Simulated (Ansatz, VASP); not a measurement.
**One calculation of TaN, two programs**

```xyz
2
Lattice="2.9380 0.0000 0.0000 -1.4690 2.5444 0.0000 0.0000 0.0000 2.8830" Properties=species:S:1:pos:R:3 pbc="T T T"
Ta    0.0214    1.7174    1.3933
N    -0.0495    0.0139    0.0169
```

Change from the starting cell: atoms moved at random, drawn with an rms of 0.05 Å.

Alike in both runs: task single point; functional PBE; k mesh 10 × 10 × 9; occupations fermi-dirac, width 0.05 eV; no spin polarisation.

|  | VASP | Ansatz |
| --- | --- | --- |
| version | VASP 6.6.1 | Ansatz 0.2.0 |
| potentials or method | VASP PAW PBE potentials, release 64 (Ta_pv, N), cutoff 520 eV | all-electron LAPW, scalar-relativistic |

VASP gave:

| Item | Value |
| --- | --- |
| gap on the k mesh at the Fermi level (eV) | none |
| pressure (GPa) | 7.0 |
| largest component of the traceless stress (GPa) | 1.72 |
| rms of the force components (eV/Å) | 0.787 |

Question: Estimate Ansatz's values.

Answer: gap on the k mesh at the Fermi level (eV): none; pressure (GPa): 6.4; largest component of the traceless stress (GPa): 1.70; rms of the force components (eV/Å): 0.776.

Atom by atom the forces differ by 0.011 eV/Å (rms over components). A gap of «none» marks a metal or a gap that the smearing closes. Ansatz ran all-electron here, so the differences hold the error of VASP's frozen core and of both bases.

Caveats: forces of over 1 eV/Å show positions far from the minimum, so gaps and moduli don't describe the material at rest (VASP). Spin-orbit coupling is left out, which matters for the levels of Ta.
